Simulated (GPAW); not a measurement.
# CdSe (Cadmoselite) (P6_3mc) in GPAW: settings compared

Aim: see how the results for CdSe (Cadmoselite) move with the level of theory and the settings. Levels: PBEsol+D4, PW91+D4, PBE, revPBE, PBEint. Tasks: phonons, band structure.

Everything below comes from runs of GPAW 26.7.0. Logs are shortened: lines on timing, memory, paths and dates and some standing lists are left out, and cuts for length are marked. The log counts tension as positive stress, the text compression.

**What was measured.**

A printed reference work, data compilation reports, for a bulk crystal of CdSe at 2 K: band gap 1.841 eV.

The results are compared with them further down.

### 1 The crystal as given

Symmetry: P6_3mc, No. 186, hexagonal system. Conventional cell: a = 4.300 Å, b = 4.300 Å, c = 7.020 Å, α = 90.00°, β = 90.00°, γ = 120.00°. Cd (site symmetry 3m) has 4 Se at 2.61 to 2.70 Å as nearest neighbours. Around Se (site symmetry 3m) lie 4 Cd at 2.61 to 2.70 Å.

### 2 Phonons, PBEsol+D4

The input, run.py:

```python
import json
import numpy as np
from ase import Atoms
from ase.calculators.mixing import SumCalculator
from ase.constraints import FixSymmetry
from ase.io import read, write
from ase.optimize import BFGS
from dftd4.ase import DFTD4
from phonopy import Phonopy
from phonopy.structure.atoms import PhonopyAtoms
from gpaw import GPAW, PW, setup_paths

setup_paths.insert(0, '.')

atoms = read('POSCAR')

calc = GPAW(mode=PW(510),
            xc='PBEsol',
            kpts={'size': (7, 7, 4), 'gamma': True},
            occupations={'name': 'fermi-dirac', 'width': 0.05},
            nbands=31,
            convergence={'density': 1e-06, 'eigenstates': 1e-09},
            maxiter=150,
            txt='gpaw.txt')
atoms.calc = SumCalculator([calc, DFTD4(method='pbesol')])
atoms.set_constraint(FixSymmetry(atoms))
BFGS(atoms, trajectory='relax.traj', logfile='-').run(fmax=0.005, steps=40)
atoms.set_constraint()
energy = atoms.get_potential_energy()
forces = atoms.get_forces()
stress = atoms.get_stress()
calc.write('gs.gpw')
write('result.traj', atoms)
print('Cell:', atoms.cell.cellpar().round(4))
print(atoms.get_scaled_positions().round(5))

def force_constants(scale):
    unit = PhonopyAtoms(symbols=atoms.get_chemical_symbols(), cell=atoms.cell[:] * scale**(1 / 3),
                        scaled_positions=atoms.get_scaled_positions())
    ph = Phonopy(unit, supercell_matrix=np.diag([1, 1, 1]), primitive_matrix=np.eye(3), symprec=1e-4)
    ph.generate_displacements(distance=0.03)
    forces = []
    for i, sc in enumerate(ph.supercells_with_displacements):
        a = Atoms(sc.symbols, cell=sc.cell, scaled_positions=sc.scaled_positions, pbc=True)
        c = GPAW(mode=PW(510),
                 xc='PBEsol',
                 kpts={'size': (7, 7, 4), 'gamma': True},
                 occupations={'name': 'fermi-dirac', 'width': 0.05},
                 nbands=31,
                 convergence={'density': 1e-06, 'eigenstates': 1e-09},
                 maxiter=150,
                 txt=f'disp-{scale:.3f}-{i:02d}.txt')
        a.calc = SumCalculator([c, DFTD4(method='pbesol')])
        f = a.get_forces()
        forces.append(f - f.mean(axis=0))
        print(f'displacement {i}: drift', f.mean(axis=0).round(5), flush=True)
    ph.forces = forces
    ph.produce_force_constants()
    ph.symmetrize_force_constants()
    return ph

qpoints = [[0.0, 0.0, 0.0]]
results = {}
for scale in [1.0]:
    ph = force_constants(scale)
    ph.run_qpoints(qpoints)
    nu = ph.qpoints.frequencies * 33.35641  # THz to cm^-1
    results[f'{scale:.3f}'] = nu.tolist()
    for qp, f in zip(qpoints, nu):
        print(scale, np.round(qp, 4), f.round(2))
json.dump(results, open('phonons.json', 'w'))
```

The input, POSCAR:

```
CdSe
1.0
    4.3000000000      0.0000000000      0.0000000000
   -2.1500000000      3.7239092363      0.0000000000
    0.0000000000      0.0000000000      7.0200000000
Cd Se
2 2
Direct
    0.6666666667      0.3333333333      0.5000000000
    0.3333333333      0.6666666667      0.0000000000
    0.6666666667      0.3333333333      0.8850000000
    0.3333333333      0.6666666667      0.3850000000
```

Potentials or basis: PAW data sets generated in the run's folder for this functional, pw.

Launch:

```bash
$ gpaw-setup -f PBEsol Cd Se
$ OMP_NUM_THREADS=1 python run.py
```

gpaw.txt:

```text
__  _  _
 | _ |_)|_||  |
 |__||  | ||/\| - 26.7.0

Input parameters:
  mode=PW(ecut=510.0),
  convergence={'density': 1e-06, 'eigenstates': 1e-09},
  kpts=MonkhorstPack(size=(7, 7, 4), gamma=True),
  maxiter=150,
  nbands=31,
  occupations=Occupations(name='fermi-dirac', width=0.05),
  xc=XC(name='PBEsol')

Diagonalizing LCAO Hamiltonian
Converting LCAO to pw mode

            Se

        Se  Cd

        Cd

Atoms  # Å, Bohr magnetons
|   | symbol |        x |        y |        z |    initial magnetic moments |
|---|--------|----------|----------|----------|-----------------------------|
| 0 |     Cd | 2.150000 | 1.241303 | 3.510000 | ( 0.0000,  0.0000,  0.0000) |
| 1 |     Cd | 0.000000 | 2.482606 | 0.000000 | ( 0.0000,  0.0000,  0.0000) |
| 2 |     Se | 2.150000 | 1.241303 | 6.212700 | ( 0.0000,  0.0000,  0.0000) |
| 3 |     Se | 0.000000 | 2.482606 | 2.702700 | ( 0.0000,  0.0000,  0.0000) |

Unit cell  # Å
| periodic |         x |        y |        z |  lengths |     angles |
|----------|-----------|----------|----------|----------|------------|
|      yes |  4.300000 | 0.000000 | 0.000000 | 4.300000 |  90.000000 |
|      yes | -2.150000 | 3.723909 | 0.000000 | 4.300000 |  90.000000 |
|      yes |  0.000000 | 0.000000 | 7.020000 | 7.020000 | 120.000000 |

Number of symmetries: 6
Symmetry operations  # r_c * U_cc + t_c -> r_c
|   | kind |            matrix            |
|---|------|------------------------------|
| 0 |  σ   |  1, 1, 0,  0,-1, 0,  0, 0, 1 |
| 1 |  E   |  1, 0, 0,  0, 1, 0,  0, 0, 1 |
| 2 |  C3  |  0, 1, 0, -1,-1, 0,  0, 0, 1 |
| 3 |  σ   |  0,-1, 0, -1, 0, 0,  0, 0, 1 |
| 4 |  σ   | -1, 0, 0,  1, 1, 0,  0, 0, 1 |
| 5 |  C3  | -1,-1, 0,  1, 0, 0,  0, 0, 1 |

BZ-sampling:
  Number of BZ points: 196
  Number of IBZ points: 28

  Monkhorst-Pack size: [7, 7, 4]
  Monkhorst-Pack shift: [0.0, 0.0, 0.125]

K-points  # in reciprocal-cell coordinates
|     |                                coordinates |     weight |
|-----|--------------------------------------------|------------|
|   0 | (  0.00000000,   0.00000000,   0.00000000) | 0.00510204 |
|   1 | (  0.00000000,   0.00000000,   0.25000000) | 0.01020408 |
|   2 | (  0.00000000,   0.00000000,   0.50000000) | 0.00510204 |
|   3 | (  0.14285714,   0.00000000,  -0.25000000) | 0.03061224 |
|   4 | (  0.14285714,   0.00000000,   0.00000000) | 0.03061224 |
|   5 | (  0.14285714,   0.00000000,   0.25000000) | 0.03061224 |
|   6 | (  0.14285714,   0.00000000,   0.50000000) | 0.03061224 |
|   7 | (  0.28571429,  -0.14285714,   0.00000000) | 0.03061224 |
|   8 | (  0.28571429,  -0.14285714,   0.25000000) | 0.06122449 |
|   9 | (  0.28571429,  -0.14285714,   0.50000000) | 0.03061224 |
| ... |                                            |            |
|  27 | (  0.42857143,   0.42857143,   0.50000000) | 0.03061224 |

Plane wave coefficients: 2958
Cutoff: 510.0 eV

Spin-components: 1 (collinear spins)
Bands:           31
Projectors:      22
Spin-degeneracy: 2
Datatype:        complex128

[... 165 lines left out ...]
| -0.00000 | 0.00000 |  0.26559 |  # Cd   1
|  0.00000 | 0.00000 | -0.26560 |  # Se   2
|  0.00000 | 0.00000 | -0.26560 |  # Se   3

            Se

        Se  Cd

        Cd

Atoms  # Å, Bohr magnetons
|   | symbol |        x |        y |        z |    initial magnetic moments |
|---|--------|----------|----------|----------|-----------------------------|
| 0 |     Cd | 2.150000 | 1.241303 | 3.513797 | ( 0.0000,  0.0000,  0.0000) |
| 1 |     Cd | 0.000000 | 2.482606 | 0.003797 | ( 0.0000,  0.0000,  0.0000) |
| 2 |     Se | 2.150000 | 1.241303 | 6.208903 | ( 0.0000,  0.0000,  0.0000) |
| 3 |     Se | 0.000000 | 2.482606 | 2.698903 | ( 0.0000,  0.0000,  0.0000) |
[... 14 lines left out ...]
SCF iterations
|iter     | |      energy | eigst |  dens |
|---------|-|-------------|-------|-------|
|iter:   1| |  -12.721989c| -3.99 |       |
|iter:   2| |  -12.721982c| -6.00 | -3.32 |
|iter:   3| |  -12.721938c| -6.00 | -3.36 |
|iter:   4| |  -12.721932c| -6.49 | -3.72 |
|iter:   5| |  -12.721932c| -8.11 | -4.29 |
|iter:   6| |  -12.721932c| -9.43c| -4.98 |
|iter:   7| |  -12.721932c| -9.42c| -5.42 |
|iter:   8| |  -12.721932c| -9.88c| -6.08c|

Converged in 8 steps
Energy contributions relative to reference atoms: (reference = -436321.283909)

Energy contributions:
  Kinetic:          34.438332
  Coulomb:         -31.286224
  Zero:              0.104688
  External:          0.000000
  Xc:              -15.978703
  Entropy:          -0.000047
  Spinorbit:         0.000000
  ----------------------------
  Free energy:     -12.721955
  Extrapolated:    -12.721932
[... 69 lines left out ...]
SCF iterations
|iter     | |      energy | eigst |  dens |
|---------|-|-------------|-------|-------|
|iter:   1| |  -12.740865 | -2.06 |       |
|iter:   2| |  -12.740211 | -4.11 | -2.36 |
|iter:   3| |  -12.736506c| -4.06 | -2.39 |
|iter:   4| |  -12.736013c| -4.57 | -2.77 |
|iter:   5| |  -12.736009c| -6.13 | -3.32 |
|iter:   6| |  -12.736010c| -7.43 | -4.06 |
|iter:   7| |  -12.736010c| -8.38 | -4.47 |
|iter:   8| |  -12.736010c| -9.50c| -5.22 |
|iter:   9| |  -12.736010c| -9.75c| -5.67 |
|iter:  10| |  -12.736010c| -9.96c| -5.95 |
|iter:  11| |  -12.736010c|-10.66c| -6.56c|
[... 84 lines left out ...]
SCF iterations
|iter     | |      energy | eigst |  dens |
|---------|-|-------------|-------|-------|
|iter:   1| |  -12.736575c| -3.66 |       |
|iter:   2| |  -12.736557c| -5.66 | -3.15 |
|iter:   3| |  -12.736454c| -5.69 | -3.18 |
|iter:   4| |  -12.736438c| -6.11 | -3.55 |
|iter:   5| |  -12.736438c| -7.73 | -4.11 |
|iter:   6| |  -12.736438c| -9.21c| -4.88 |
|iter:   7| |  -12.736438c| -9.23c| -5.30 |
|iter:   8| |  -12.736438c| -9.93c| -6.18c|

Converged in 8 steps
Energy contributions relative to reference atoms: (reference = -436321.283909)

Energy contributions:
  Kinetic:          34.215983
  Coulomb:         -31.104850
  Zero:              0.105020
  External:          0.000000
  Xc:              -15.952562
  Entropy:          -0.000057
  Spinorbit:         0.000000
  ----------------------------
  Free energy:     -12.736467
  Extrapolated:    -12.736438
[... 69 lines left out ...]
SCF iterations
|iter     | |      energy | eigst |  dens |
|---------|-|-------------|-------|-------|
|iter:   1| |  -12.736447c| -5.54 |       |
|iter:   2| |  -12.736446c| -7.55 | -4.09 |
|iter:   3| |  -12.736445c| -7.54 | -4.13 |
|iter:   4| |  -12.736445c| -8.02 | -4.50 |
|iter:   5| |  -12.736445c| -9.61c| -5.07 |
|iter:   6| |  -12.736445c|-10.08c| -5.81 |
|iter:   7| |  -12.736445c|-10.28c| -6.17c|

Converged in 7 steps
Energy contributions relative to reference atoms: (reference = -436321.283909)

Energy contributions:
  Kinetic:          34.214745
  Coulomb:         -31.103837
  Zero:              0.105024
  External:          0.000000
  Xc:              -15.952348
  Entropy:          -0.000058
  Spinorbit:         0.000000
  ----------------------------
  Free energy:     -12.736474
  Extrapolated:    -12.736445
[... 33 lines left out ...]
Forces  # eV/Ang
|        x |        y |        z |
|----------|----------|----------|
|  0.00000 |  0.00000 | -0.00010 |  # Cd   0
| -0.00000 |  0.00000 | -0.00015 |  # Cd   1
| -0.00000 | -0.00000 |  0.00009 |  # Se   2
| -0.00000 |  0.00000 |  0.00015 |  # Se   3

Stress tensor  # eV/Ang^3
|        x |         y |         z |
|----------|-----------|-----------|
| 0.002121 | -0.000000 |  0.000000 |
| 0.000000 |  0.002121 | -0.000000 |
| 0.000000 | -0.000000 |  0.002182 |

# Writing to gs.gpw (mode='')
```

Wall time 11 min (1 thread of Intel Xeon Platinum 8375C at 2.90GHz (Ice Lake), shared host); peak memory 0.76 GiB.

Results:

```yaml
Free_energy: -13.5029 eV
Pressure_after_relaxing: -1.4 GPa
Band_gap_on_the_k_mesh: 0.54 eV, direct
Highest_phonon_frequency_at_Γ_LO-TO_splitting_left_out: 185 cm⁻¹
Dispersion_energy_per_atom: -0.192 eV
```

Final structure:
```cif
data_structure
_symmetry_space_group_name_H-M 'P 1'
_symmetry_Int_Tables_number 1
_cell_length_a 4.3000
_cell_length_b 4.3000
_cell_length_c 7.0200
_cell_angle_alpha 90.000
_cell_angle_beta 90.000
_cell_angle_gamma 120.000
_cell_volume 112.41
loop_
_atom_site_label
_atom_site_type_symbol
_atom_site_fract_x
_atom_site_fract_y
_atom_site_fract_z
_atom_site_occupancy
Cd1 Cd 0.66667 0.33333 0.50469 1
Cd2 Cd 0.33333 0.66667 0.00469 1
Se1 Se 0.66667 0.33333 0.88031 1
Se2 Se 0.33333 0.66667 0.38031 1
```

Phonon frequencies in cm⁻¹ (negative: imaginary):
```tsv
q point	frequencies
(0.000, 0.000, 0.000)	0 0 0 33 33 122 165 169 169 172 172 185
```

Caveat: the cutoff is short for stress and forces, so pressures can be off by a GPa or more; the LO-TO splitting is left out.

### 3 Phonons, PW91+D4

run.py: that of step 2 with these lines changed.

```diff
@@ -5,2 +5,3 @@
 from ase.constraints import FixSymmetry
+from ase.filters import FrechetCellFilter
 from ase.io import read, write
@@ -14,6 +15,6 @@
 
-atoms = read('POSCAR')
+atoms = read('CdSe.xyz')
 
-calc = GPAW(mode=PW(510),
-            xc='PBEsol',
+calc = GPAW(mode=PW(600),
+            xc='GGA_X_PW91+GGA_C_PW91',
             kpts={'size': (7, 7, 4), 'gamma': True},
@@ -24,5 +25,5 @@
             txt='gpaw.txt')
-atoms.calc = SumCalculator([calc, DFTD4(method='pbesol')])
+atoms.calc = SumCalculator([calc, DFTD4(method='pw91')])
 atoms.set_constraint(FixSymmetry(atoms))
-BFGS(atoms, trajectory='relax.traj', logfile='-').run(fmax=0.005, steps=40)
+BFGS(FrechetCellFilter(atoms), trajectory='relax.traj', logfile='-').run(fmax=0.005, steps=40)
 atoms.set_constraint()
@@ -41,3 +42,3 @@
     ph = Phonopy(unit, supercell_matrix=np.diag([1, 1, 1]), primitive_matrix=np.eye(3), symprec=1e-4)
-    ph.generate_displacements(distance=0.03)
+    ph.generate_displacements(distance=0.01)
     forces = []
@@ -46,3 +47,3 @@
         c = GPAW(mode=PW(510),
-                 xc='PBEsol',
+                 xc='GGA_X_PW91+GGA_C_PW91',
                  kpts={'size': (7, 7, 4), 'gamma': True},
@@ -53,3 +54,3 @@
                  txt=f'disp-{scale:.3f}-{i:02d}.txt')
-        a.calc = SumCalculator([c, DFTD4(method='pbesol')])
+        a.calc = SumCalculator([c, DFTD4(method='pw91')])
         f = a.get_forces()
```

The input, CdSe.xyz:

```xyz
4
Lattice="4.3000000000 0.0000000000 0.0000000000 -2.1500000000 3.7239092363 0.0000000000 0.0000000000 0.0000000000 7.0200000000" Properties=species:S:1:pos:R:3 pbc="T T T"
Cd     2.1500000002      1.2413030786      3.5100000000
Cd    -0.0000000002      2.4826061577      0.0000000000
Se     2.1500000002      1.2413030786      6.2127000000
Se    -0.0000000002      2.4826061577      2.7027000000
```

Potentials or basis: PAW data sets generated in the run's folder for this functional, pw.

Launch:

```bash
$ gpaw-setup -f GGA_X_PW91+GGA_C_PW91 Cd Se
$ OMP_NUM_THREADS=1 python run.py
```

gpaw.txt:

```text
__  _  _
 | _ |_)|_||  |
 |__||  | ||/\| - 26.7.0

Input parameters:
  mode=PW(ecut=600.0),
  convergence={'density': 1e-06, 'eigenstates': 1e-09},
  kpts=MonkhorstPack(size=(7, 7, 4), gamma=True),
  maxiter=150,
  nbands=31,
  occupations=Occupations(name='fermi-dirac', width=0.05),
  xc=XC(name='GGA_X_PW91+GGA_C_PW91')

Diagonalizing LCAO Hamiltonian
Converting LCAO to pw mode

            Se

        Se  Cd

        Cd
[... 486 lines left out ...]
Atoms  # Å, Bohr magnetons
|   | symbol |        x |        y |        z |    initial magnetic moments |
|---|--------|----------|----------|----------|-----------------------------|
| 0 |     Cd | 2.165307 | 1.250141 | 3.534273 | ( 0.0000,  0.0000,  0.0000) |
| 1 |     Cd | 0.000000 | 2.500282 | 0.028600 | ( 0.0000,  0.0000,  0.0000) |
| 2 |     Se | 2.165307 | 1.250141 | 6.176587 | ( 0.0000,  0.0000,  0.0000) |
| 3 |     Se | 0.000000 | 2.500282 | 2.670914 | ( 0.0000,  0.0000,  0.0000) |

Unit cell  # Å
| periodic |         x |         y |        z |  lengths |     angles |
|----------|-----------|-----------|----------|----------|------------|
|      yes |  4.330615 | -0.000000 | 0.000000 | 4.330615 |  90.000000 |
|      yes | -2.165307 |  3.750423 | 0.000000 | 4.330615 |  90.000000 |
|      yes |  0.000000 |  0.000000 | 7.011347 | 7.011347 | 120.000000 |

Number of symmetries: 6
Symmetry operations  # r_c * U_cc + t_c -> r_c
|   | kind |            matrix            |
|---|------|------------------------------|
| 0 |  σ   |  1, 1, 0,  0,-1, 0,  0, 0, 1 |
| 1 |  E   |  1, 0, 0,  0, 1, 0,  0, 0, 1 |
| 2 |  C3  |  0, 1, 0, -1,-1, 0,  0, 0, 1 |
| 3 |  σ   |  0,-1, 0, -1, 0, 0,  0, 0, 1 |
[... 875 lines left out ...]
| 2 |     Se | 2.161673 | 1.248042 | 6.217222 | ( 0.0000,  0.0000,  0.0000) |
| 3 |     Se | 0.000000 | 2.496084 | 2.685256 | ( 0.0000,  0.0000,  0.0000) |

Unit cell  # Å
| periodic |         x |         y |        z |  lengths |     angles |
|----------|-----------|-----------|----------|----------|------------|
|      yes |  4.323345 | -0.000000 | 0.000000 | 4.323345 |  90.000000 |
|      yes | -2.161673 |  3.744127 | 0.000000 | 4.323345 |  90.000000 |
|      yes | -0.000000 |  0.000000 | 7.063931 | 7.063931 | 120.000000 |

Number of symmetries: 6
Symmetry operations  # r_c * U_cc + t_c -> r_c
|   | kind |            matrix            |
|---|------|------------------------------|
| 0 |  σ   |  1, 1, 0,  0,-1, 0,  0, 0, 1 |
| 1 |  E   |  1, 0, 0,  0, 1, 0,  0, 0, 1 |
| 2 |  C3  |  0, 1, 0, -1,-1, 0,  0, 0, 1 |
| 3 |  σ   |  0,-1, 0, -1, 0, 0,  0, 0, 1 |
| 4 |  σ   | -1, 0, 0,  1, 1, 0,  0, 0, 1 |
| 5 |  C3  | -1,-1, 0,  1, 0, 0,  0, 0, 1 |
[... 373 lines left out ...]
SCF iterations
|iter     | |      energy | eigst |  dens |
|---------|-|-------------|-------|-------|
|iter:   1| |  -11.442896 | -3.66 |       |
|iter:   2| |  -11.442879 | -6.06 | -3.10 |
|iter:   3| |  -11.442791c| -5.34 | -3.14 |
|iter:   4| |  -11.442791c| -6.32 | -3.83 |
|iter:   5| |  -11.442791c| -7.61 | -4.28 |
|iter:   6| |  -11.442791c| -8.67 | -4.69 |
|iter:   7| |  -11.442791c| -9.12c| -5.30 |
|iter:   8| |  -11.442791c| -9.36c| -5.82 |
|iter:   9| |  -11.442791c| -9.96c| -6.70c|

Converged in 9 steps
Energy contributions relative to reference atoms: (reference = -436628.110577)

Energy contributions:
  Kinetic:          38.425949
  Coulomb:         -34.904336
  Zero:              0.090984
  External:          0.000000
  Xc:              -15.055369
  Entropy:          -0.000040
  Spinorbit:         0.000000
  ----------------------------
  Free energy:     -11.442811
  Extrapolated:    -11.442791
[... 40 lines left out ...]
Forces  # eV/Ang
|        x |        y |        z |
|----------|----------|----------|
|  0.00000 | -0.00000 | -0.00504 |  # Cd   0
| -0.00000 | -0.00000 | -0.00502 |  # Cd   1
|  0.00000 |  0.00000 |  0.00566 |  # Se   2
| -0.00000 |  0.00000 |  0.00563 |  # Se   3

# Writing to gs.gpw (mode='')
```

stdout:

```text
Step          Energy          fmax
BFGS:    0      -12.466415        0.284488
BFGS:    1      -12.472881        0.244884
BFGS:    2      -12.490283        0.095745
BFGS:    3      -12.490438        0.081273
BFGS:    4      -12.490661        0.058797
BFGS:    5      -12.490975        0.025758
BFGS:    6      -12.491132        0.022338
BFGS:    7      -12.491198        0.024760
BFGS:    8      -12.491250        0.029002
BFGS:    9      -12.491337        0.030188
BFGS:   10      -12.491450        0.023809
BFGS:   11      -12.491539        0.010373
BFGS:   12      -12.491563        0.003453
Cell: [  4.3216   4.3216   7.0656  90.      90.     120.    ]
[[0.66667 0.33333 0.5051 ]
 [0.33333 0.66667 0.0051 ]
 [0.66667 0.33333 0.88017]
 [0.33333 0.66667 0.38017]]
displacement 0: drift [ 0.00033 -0.       0.00032]
displacement 1: drift [-0.00037 -0.       0.00135]
displacement 2: drift [-0.      -0.       0.00092]
displacement 3: drift [ 0.      -0.       0.00093]
1.0 [0. 0. 0.] [  0.     0.     0.    23.07  23.07 123.14 165.38 166.24 166.24 170.27
 170.27 184.89]
```

Run time: 21 min. Hardware: 1 thread of Arm Neoverse V2, shared host; peak memory 0.76 GiB.

What came out:

```
Free energy                                             : -12.4916 eV
Relaxed volume                                          : 28.57 Å³/atom
Relaxed cell                                            : a = 4.322 Å, b = 4.322 Å, c = 7.066 Å, α = 90.00°, β = 90.00°, γ = 120.00°
Space group after relaxing (to 0.05 Å)                  : P6_3mc (No. 186)
Pressure after relaxing                                 : 0.0 GPa
Largest force after relaxing                            : 0.003 eV/Å
Band gap on the k mesh                                  : 0.58 eV, direct
Highest phonon frequency at Γ, LO-TO splitting left out : 185 cm⁻¹
Dispersion energy per atom                              : -0.262 eV
```

Forces on the atoms (eV/Å):
```
Cd   0.000  0.000 -0.003
Cd   0.000  0.000 -0.003
Se   0.000  0.000  0.003
Se   0.000  0.000  0.003
```

Final structure:
```xyz
4
Lattice="4.3216 0.0000 0.0000 -2.1608 3.7427 0.0000 0.0000 0.0000 7.0656" Properties=species:S:1:pos:R:3 pbc="T T T"
Cd    2.1608    1.2476    3.5688
Cd    0.0000    2.4951    0.0360
Se    2.1608    1.2476    6.2190
Se    0.0000    2.4951    2.6862
```

Levels at points of the mesh, in eV from the valence-band top:
```csv
k point,band 15,band 16,band 17,band 18,band 19,band 20,band 21,band 22
"(0.00, 0.00, 0.00)",-0.75,-0.06,0.00,0.00,0.58,2.17,5.84,5.84
"(0.00, 0.00, 0.50)",-0.39,-0.39,-0.39,-0.39,2.31,2.31,5.79,5.79
```

Phonon frequencies in cm⁻¹ (negative: imaginary):
```tsv
q point	frequencies
(0.000, 0.000, 0.000)	0 0 0 23 23 123 165 166 166 170 170 185
```

Caveat: the cutoff is short for stress and forces, so pressures can be off by a GPa or more; the LO-TO splitting is left out.

[end of part 1 of 3]
